Mercury telluride crystallises in the zinc-blende structure, where each atom sits at the centre of a tetrahedron of the other kind. In the cell below, mercury and tellurium have been shifted slightly off these sites. Five programs then computed the same cell with the same density functional, PBE, without spin-orbit coupling. The energy change is counted from the unshifted crystal. Answer the questions with the table at hand and, for the sum test in Question 5, with the force components given there.

DFT calculations with the PBE functional for a two-atom HgTe cell with displaced atoms, without spin polarisation, spin-orbit coupling or dispersion correction, on a 7×7×7 k mesh with Fermi-Dirac smearing of 0.05 eV. Pressure is positive in compression and leaves out Ansatz's Pulay correction; the energy change is relative to the undisplaced cell. Kmax is in 1/bohr.

```csv
program,potentials,basis,pressure (GPa),largest force (eV/Å),energy change per atom (meV)
FLEUR,all electron,3.8 Kmax,n/a,0.079,0.370
GPAW,GPAW PAW data sets (gpaw data 1.2.1),600 eV,4.520,0.081,0.370
Ansatz,Ansatz PAW,420 eV,4.530,0.079,0.360
Quantum ESPRESSO,SSSP 1.3 efficiency PBE,816 eV,4.710,0.084,0.380
OpenMX,OpenMX 2013 PBE set,standard,6.620,0.119,0.570
```

### Question 1. Why is there a force at all, and why is one number enough for two atoms?

**Model answer.** On its ideal site an atom feels equally strong forces from its four neighbours, and they cancel by symmetry. A shift brings some neighbours closer and moves others away. The balance is lost, and the atom is driven back towards its site. Moving the whole crystal costs nothing, so only the shift of mercury relative to tellurium matters. The two forces must therefore be equal and opposite.

*Remark.* This gives a free test of a calculation: the forces in the cell must add up to zero. It will be needed in Question 5. The test is blind where a program removes the remainder before it prints the forces.

### Question 2. How far were the two atoms shifted against each other?

**Model answer.** For a small shift $u$ the bonds act as a spring of stiffness $k$. The force is $F = ku$ and the energy of the two-atom cell rises by $\tfrac12 ku^2 = \tfrac12 Fu$. The energy change per atom, $\varepsilon$, is half of that, so

$$u = \frac{4\varepsilon}{F}.$$

The GPAW row gives $u = 4 \times 0.00037\ \text{eV} / 0.081\ \text{eV/Å} \approx 0.018$ Å. The geometry supports this: the shortest bond is about 0.015 Å shorter than in the ideal crystal, and a shift of this size and direction should shorten it by 0.013 to 0.015 Å, depending on its sense.

*Remark.* The stiffness has dropped out. Programs may disagree on how stiff the crystal is, but they were given the same shift and should return the same $u$. GPAW, Ansatz and Quantum ESPRESSO do so almost exactly, while FLEUR comes out 4% higher and OpenMX 6% higher. The output printed after this text uses the median shift of all five rows, the worked one included, to predict each energy from its force.

### Question 3. What would change with twice the shift, or with silicon in place of HgTe?

**Model answer.** Twice the shift would double the force and quadruple the energy change, as long as the spring picture holds. Silicon has the same tetrahedral arrangement, but its bonds are shorter and stiffer, so the same shift would cause a larger force. Its atoms are also much lighter. Both differences make them vibrate against each other at a far higher frequency than mercury and tellurium do.

*Remark.* Mass decides how fast the atoms respond to a force, but doesn't enter the force itself. With the masses of mercury and tellurium, the stiffness found by the four programs other than OpenMX corresponds to a vibration at 122 to 127 cm⁻¹. The measured value is roughly 120 cm⁻¹ (a recalled figure), so the spring has a realistic strength.

### Question 4. Every computed pressure is positive. Is the crystal being squeezed?

**Model answer.** It is squeezed relative to the size that PBE prefers. PBE tends to make bonds between heavy atoms too long, so a cell close to the measured size looks compressed to it. With a rough bulk modulus of 40 GPa that rises under compression, a pressure near 4.5 GPa means that the lattice would grow by about 3% if it were released. The cell edge of 6.43 Å is much closer than that to the measured one, roughly 6.5 Å. Most of the pressure therefore comes from the functional.

*Remark.* Pressure is a sensitive gauge of lattice size. Here it mainly signals a length error of a few percent, not a real load on the material.

### Question 5. OpenMX gives a much larger force for the same shift. Does its energy change fit a stiffer crystal, and do its forces pass the sum test?

The table lists only the largest force, so here are the x, y and z components from the OpenMX run: (0.0595, 0.0979, 0.0207) eV/Å on mercury and (−0.0519, −0.1040, −0.0266) eV/Å on tellurium.

**Model answer.** Its force, without the small net part discussed below, is 1.46 times the mean of the other four. If the crystal were equally stiff and the shift larger, the energy would grow as the square of the force, by a factor of 2.1. The computed factor is 1.53, close to that of the force. This is the mark of a stiffer spring at the same shift.

The sum test of Question 1 also finds a fault. The OpenMX forces leave a remainder of 0.011 eV/Å, while those of the other programs cancel almost perfectly. This numerical error is real, and errors that are equal and opposite on the two atoms would escape the test. Still, the excess over the median force is 0.038 eV/Å, more than three times the remainder, and the energy change rises along with it. The OpenMX pressure is 1.44 times the mean of the other three, nearly the same factor as for the force. The crystal may simply resist compression more strongly in this run, or OpenMX may prefer a larger lattice, so that the same cell is more compressed in its eyes. The second case would stiffen the spring too, but a rough estimate puts that effect at only about a tenth of the stiffness.

*Remark.* The energy levels at the zone centre form the same pattern in all five runs, so nothing there points to a different electronic state in OpenMX. A likely but untested suspect is its set of atomic orbitals, which has few d functions beyond the semicore ones. When an atom moves, the electrons rearrange and soften the spring. A basis with too little freedom could hinder this and leave the crystal too stiff. The potentials could also be at fault, and a run with a larger orbital set would help to tell the two apart.

### Question 6. Which digits can be trusted?

**Model answer.** Without OpenMX, the forces spread over 6.5%. The energy changes spread by the same amount, since both are proportional to the stiffness. A force of 0.08 eV/Å is therefore secure for this functional and k mesh, while the third decimal belongs to the program and its potentials. In the pressure and energy columns the last zero is only padding, as those values are rounded to two decimals. The three pressures that remain spread over 4%, so "between 4.5 and 4.7 GPa" is a fair statement.

FLEUR treats all electrons explicitly, which makes it the natural reference for forces, though its own settings are usual working values and not the limit of accuracy. GPAW and Ansatz stay within 2% of it, and Quantum ESPRESSO lies 6% above. Replacing the core by a good potential thus costs little here. FLEUR's energy change needs more caution, as it is only about a billionth of the total energy from which it is obtained. A tiny numerical remainder there may explain why its shift in Question 2 came out slightly high.

*Remark.* Agreement between programs shows that they solve the same equations well, but it can't show that the equations describe HgTe well. All five share the functional, and all leave out spin-orbit coupling, which is strong in atoms this heavy. The pressure makes the point: GPAW, Ansatz and Quantum ESPRESSO agree on it within a few percent, yet most of it is an error of the functional.

Numerical output:

```
Spring model, one common displacement:
               row  force without net part (eV/A)  net force (eV/A)  displacement 4E/F (A)  predicted energy (meV/atom)  computed energy (meV/atom)
             FLEUR                        0.07896         4.179e-05                0.01893                       0.3608                      0.3737
              GPAW                         0.0805         8.367e-06                0.01828                       0.3679                      0.3679
            Ansatz                         0.0788         7.632e-06                0.01828                       0.3601                      0.3601
  Quantum ESPRESSO                        0.08406                 0                0.01828                       0.3841                      0.3841
            OpenMX                         0.1177           0.01142                0.01929                        0.538                      0.5677
Stiffness:
               row  spring constant (eV/A^2)  optical frequency (1/cm)  force against FLEUR (%)
             FLEUR                      4.32                     122.6                        0
              GPAW                     4.404                     123.8                    1.953
            Ansatz                     4.311                     122.4                  -0.2032
  Quantum ESPRESSO                     4.598                     126.5                    6.457
            OpenMX                      6.44                     149.7                    49.08
Common relative displacement, median (angstrom): 0.01828
OpenMX force over mean of the other four (ratio): 1.461
OpenMX energy change over mean of the other four (ratio): 1.529
Energy ratio if stiffness were equal and displacement differed (ratio): 2.134
OpenMX pressure less mean of the other three (GPa): 2.033
Spread of force among the four without OpenMX (%): 6.526
Spread of energy change among the four (%): 6.464
Spread of pressure among the three (%): 4.142
Shortening of the shortest contact from the geometry (angstrom): 0.01485
Shortening expected from the displacement, one sense (angstrom): 0.01545
Shortening expected from the displacement, opposite sense (angstrom): 0.01307
Cubic lattice constant of the cell (angstrom): 6.429
Rough lattice growth to zero pressure:
               row  growth of lattice constant (%)
              GPAW                           3.031
            Ansatz                           3.036
  Quantum ESPRESSO                           3.134
            OpenMX                           4.102
Rough stiffening from the extra compression in OpenMX (%): 9.309
FLEUR energy change of the cell over its total energy (parts per billion): 1.038
```
